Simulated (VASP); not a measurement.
# Hf (P6_3/mmc) in VASP: a series of runs, part 2 of 2

VASP 6.6.1. Earlier steps stand in the parts before.

## (5) Relaxation of cell and atoms, PBE

INCAR

```
SYSTEM = Hf
  PREC = Accurate
  ENCUT = 600
  EDIFF = 1E-6
  ISMEAR = -1
  SIGMA = 0.05
  LREAL = .False.
  LASPH = .True.
  NELM = 80
  ALGO = Normal
  ISIF = 3
  LWAVE = .False.
  LCHARG = .False.
  GGA = PE
  IBRION = 2
  NSW = 60
  EDIFFG = -0.005
```

KPOINTS

```
regular mesh
0
Gamma
  10 10 5
  0 0 0
```

POSCAR

```
Hf
1.0
    3.1967000000      0.0000000000      0.0000000000
   -1.5983500000      2.7684234083      0.0000000000
    0.0000000000      0.0000000000      5.0578000000
Hf
2
Direct
    0.6666666667      0.3333333333      0.7500000000
    0.3333333333      0.6666666667      0.2500000000
```

Potentials or basis: VASP PAW PBE potentials, release 64 (Hf_sv_GW).

Launch:

```
> cat potpaw_PBE.64/Hf_sv_GW/POTCAR > POTCAR
> mpirun -np 1 vasp_std > vasp.out
```

OUTCAR:

```text
SYSTEM = Hf
   PREC = Accurate
   ENCUT = 600
   EDIFF = 1E-6
   ISMEAR = -1
   LREAL = .False.
   LASPH = .True.
   NELM = 80
   ISIF = 3
   GGA = PE
   IBRION = 2
   NSW = 60
   EDIFFG = -0.005

 ion  position               nearest neighbor table
   1  0.667  0.333  0.750-   2 3.13   2 3.13   2 3.13   2 3.13   2 3.13   2 3.13
   2  0.333  0.667  0.250-   1 3.13   1 3.13   1 3.13   1 3.13   1 3.13   1 3.13

  LATTYP: Found a hexagonal cell.
 ALAT       =     3.1967000000
 C/A-ratio  =     1.5821941377

  Lattice vectors:

 A1 = (   3.1967000000,   0.0000000000,   0.0000000000)
 A2 = (  -1.5983500000,   2.7684234083,   0.0000000000)
 A3 = (   0.0000000000,   0.0000000000,   5.0578000000)

Analysis of symmetry for initial positions (statically):
=====================================================================
 Subroutine PRICEL returns:
 Original cell was already a primitive cell.

 Routine SETGRP: Setting up the symmetry group for a
 hexagonal supercell.

 Subroutine GETGRP returns: Found 24 space group operations
 (whereof 12 operations were pure point group operations)
 out of a pool of 24 trial point group operations.

The static configuration has the point symmetry D_3d.
[... 270 lines left out ...]

[... ionic steps 4 to 11 ...]

--------------------------------------- Ionic step       12  -------------------------------------------

 number of electron      23.9999996 magnetization

------------------------ aborting loop because EDIFF is reached ----------------------------------------
[... 67 lines left out ...]
--------------------------------------- Ionic step       14  -------------------------------------------

 number of electron      23.9999996 magnetization

 Free energy of the ion-electron system (eV)
  ---------------------------------------------------
  ext. energy  EPLUGINS =         0.00000000
  ---------------------------------------------------
  free energy    TOTEN  =       -25.54119814 eV

  energy without entropy =      -25.53021490  energy(sigma->0) =      -25.53570652

 E-fermi :   8.7362     XC(G=0): -11.6976

 val. band max:        8.7287666874   @ k =   0.1000   0.1000   0.4000
 cond. band min:       8.7397891901   @ k =   0.1000   0.1000   0.2000
 fundamental gap:      0.0110225027
 Fermi energy:         8.7361543487

 k-point     1 :       0.0000    0.0000    0.0000
  band No.  band energies     occupation
      1     -53.2672      2.00000
      2     -53.1966      2.00000
      3     -22.3457      2.00000
      4     -21.6116      2.00000
      5     -21.6116      2.00000
      6     -21.4840      2.00000
[... 433 lines left out ...]
      3     -22.1992      2.00000
      4     -22.0720      2.00000
      5     -21.8924      2.00000
      6     -21.7763      2.00000
[... 8 lines left out ...]
     15      10.3749      0.00000
     16      13.5007      0.00000

 [... further k-points ...]

------------------------ aborting loop because EDIFF is reached ----------------------------------------

  FORCE on cell =-STRESS in cart. coord.  units (eV):
  Direction    XX          YY          ZZ          XY          YZ          ZX
  --------------------------------------------------------------------------------------
  -------------------------------------------------------------------------------------
  Total       -0.0014937     -0.0014937      0.0000673     -0.0000000      0.0000000      0.0000000
  in kB       -0.0533103     -0.0533103      0.0024020     -0.0000000      0.0000000      0.0000000
  external PRESSURE =      -0.0347396 kB  Pullay stress =       0.0000000 kB
[... 17 lines left out ...]
  FREE ENERGIE OF THE ION-ELECTRON SYSTEM (eV)
  ---------------------------------------------------
  free  energy   TOTEN  =       -25.5411981375 eV

  energy  without entropy=      -25.5302148952  energy(sigma->0) =      -25.53570652

 reached required accuracy - stopping structural energy minimisation
```

OSZICAR:

```text
N       E                     dE             d eps       ncg     rms          rms(c)
DAV:   1     0.257131405366E+03    0.25713E+03   -0.15829E+04  1352   0.160E+03
DAV:   2    -0.123545486508E+02   -0.26949E+03   -0.26691E+03  1944   0.403E+02
DAV:   3    -0.266717163539E+02   -0.14317E+02   -0.14249E+02  1752   0.995E+01
[... 84 lines left out ...]
DAV:   1    -0.255411982084E+02    0.73654E-06   -0.91976E-06  1472   0.299E-02    0.333E-02
DAV:   2    -0.255411979712E+02    0.23716E-06   -0.60880E-07   744   0.699E-03
  13 F= -.25541198E+02 E0= -.25535706E+02  d E =0.538717E-06
       N       E                     dE             d eps       ncg     rms          rms(c)
DAV:   1    -0.255411980698E+02    0.13863E-06   -0.30544E-07   744   0.508E-03    0.187E-02
DAV:   2    -0.255411981375E+02   -0.67760E-07   -0.75955E-08   704   0.210E-03
  14 F= -.25541198E+02 E0= -.25535707E+02  d E =0.372434E-06
```

It took 2.4 min on 1 thread of Intel Xeon Platinum 8488C (Sapphire Rapids), shared host; peak memory 0.2 GiB.

Results:

```
Free energy                            : -25.5412 eV
Relaxed volume                         : 22.45 Å³/atom
Relaxed cell                           : a = 3.203 Å, b = 3.203 Å, c = 5.052 Å, α = 90.00°, β = 90.00°, γ = 120.00°
Space group after relaxing (to 0.05 Å) : P6_3/mmc (No. 194)
Energy gained by relaxing              : 0.1 meV/atom
Ionic steps                            : 14
Pressure after relaxing                : 0.0 GPa
Band gap on the k mesh                 : none (metal or under the smearing width)
```

Step by step:
```csv
step,energy change (eV),largest force (eV/Å),pressure (GPa),volume (Å³)
1,0.0000,0.0000,0.31,44.76
2,-0.0001,0.0000,-0.36,45.04
3,-0.0002,0.0000,-0.06,44.91
4,-0.0002,0.0000,-0.03,44.89
5,-0.0002,0.0000,0.04,44.88
6,-0.0002,0.0000,0.02,44.89
7,-0.0002,0.0000,0.03,44.89
8,-0.0002,0.0000,0.03,44.89
9,-0.0002,0.0000,0.02,44.89
10,-0.0002,0.0000,-0.02,44.91
11,-0.0002,0.0000,-0.10,44.90
12,-0.0002,0.0000,-0.08,44.89
13,-0.0002,0.0000,-0.03,44.89
14,-0.0002,0.0000,0.00,44.89
```

Final structure:
```
Hf
1.0
     3.20307    0.00000    0.00000
    -1.60153    2.77394    0.00000
     0.00000    0.00000    5.05243
Hf
2
Direct
  0.66667 0.33333 0.75000
  0.33333 0.66667 0.25000
```

The run has no spin-orbit coupling, so splittings on Hf are missing.

## (6) For comparison

An earlier run on the cell as given: functional PBE; potentials or basis VASP PAW PBE potentials, release 64 (Hf_pv); cutoff 520 eV; k mesh 10 × 10 × 5; occupations fermi-dirac, width 0.05 eV; no spin polarisation.

* Pressure: 0.2 GPa
* Band gap on the k mesh: none (metal or under the smearing width)

## (7) The runs side by side

| task | potentials or basis | cell | cutoff (eV) | gap on the mesh (eV) | pressure (GPa) | relaxed volume (Å³/atom) |
| --- | --- | --- | --- | --- | --- | --- |
| relaxation of cell and atoms | VASP PAW PBE potentials, release 64 (Hf_pv) | relaxed | 600 | none | 0.0 | 22.42 |
| relaxation of cell and atoms | VASP PAW PBE potentials, release 64 (Hf) | relaxed | 600 | none | 0.0 | 22.25 |
| relaxation of cell and atoms | VASP PAW PBE potentials, release 64 (Hf_sv_GW) | relaxed | 600 | none | 0.0 | 22.45 |
| single point | VASP PAW PBE potentials, release 64 (Hf_pv) | as given | 520 | none | 0.2 | - |

Alike in all rows: level PBE; no spin polarisation; k mesh 10 × 10 × 5; smearing fermi-dirac 0.05 eV.

Total energies depend on the potentials used, so only differences within one code and one set of settings carry meaning.
